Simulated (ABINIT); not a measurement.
BN:

```xyz
2
Lattice="0.0000 1.8130 1.8130 1.8130 0.0000 1.8130 1.8130 1.8130 0.0000" Properties=species:S:1:pos:R:3 pbc="T T T"
N     0.9065    0.9065    0.9065
B     0.0000    0.0000    0.0000
```

The cell is a database's computed one.

Base run:

```yaml
Program: ABINIT 10.8.3 (patched build)
Functional: r2SCAN
Potentials_or_basis: PseudoDojo NC SR PBE v0.4.1 standard
Cutoff: 1361 eV
k_mesh: 13 × 13 × 13
Occupations: fermi-dirac, width 0.05 eV
Spin: no spin polarisation
```

Its results: band gap on the k mesh 4.93 eV, indirect (least direct gap 9.49 eV); pressure -1.0 GPa.

Question: The run is repeated on the same cell with these changes: potentials or basis from PseudoDojo NC SR PBE v0.4.1 standard to JTH PAW PBE v2.0; cutoff from 1361 eV to 844 eV. What comes out?

Answer: Band gap on the k mesh 5.02 eV, indirect (least direct gap 9.46 eV); pressure -2.6 GPa.

Caveats: a meta-GGA on potentials with a model core is unreliable (some runs); the potentials were made for another functional, which shifts forces and pressure (some runs); the PAW data sets were made with another functional, which shifts forces and pressure a little (some runs).

A k mesh can miss the band edges.
